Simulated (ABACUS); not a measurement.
**Cl in ABACUS: the effect of functional**

The system is Cl.

```
CELL_PARAMETERS angstrom
3.14500 -2.25000 0.00000
3.14500 2.25000 0.00000
0.00000 0.00000 8.21000
ATOMIC_POSITIONS crystal
Cl 0.37000 0.63000 0.40000
Cl 0.13000 0.87000 0.90000
Cl 0.63000 0.37000 0.60000
Cl 0.87000 0.13000 0.10000
```

Alike in all runs:

```yaml
Program: ABACUS 3.10.1
Task: single point
Potentials_or_basis: SG15 ONCV 1.2 PBE
Cutoff: 816 eV
Density_cutoff: 3265 eV
Basis: plane waves
k_mesh: 5 × 5 × 3
Occupations: fermi-dirac, width 0.05 eV
Spin: no spin polarisation
```

```tsv
functional	gap on the mesh (eV)	pressure (GPa)	largest force (eV/Å)
LDA	2.38	-1.6	0.31
PBEsol	?	?	?
PW91	2.52	1.1	0.28
BLYP	2.58	2.6	0.66
SCAN	2.89	-0.2	0.22
```

Q: What does the run with functional PBEsol give?

A: gap on the mesh 2.44 eV; pressure -0.3 GPa; largest force 0.19 eV/Å.

Caveats: the potentials were made for another functional, which shifts forces and pressure; an odd mesh through Γ misses points on the zone boundary, where band edges often lie.

Runs at the PBE level aren't shown here.
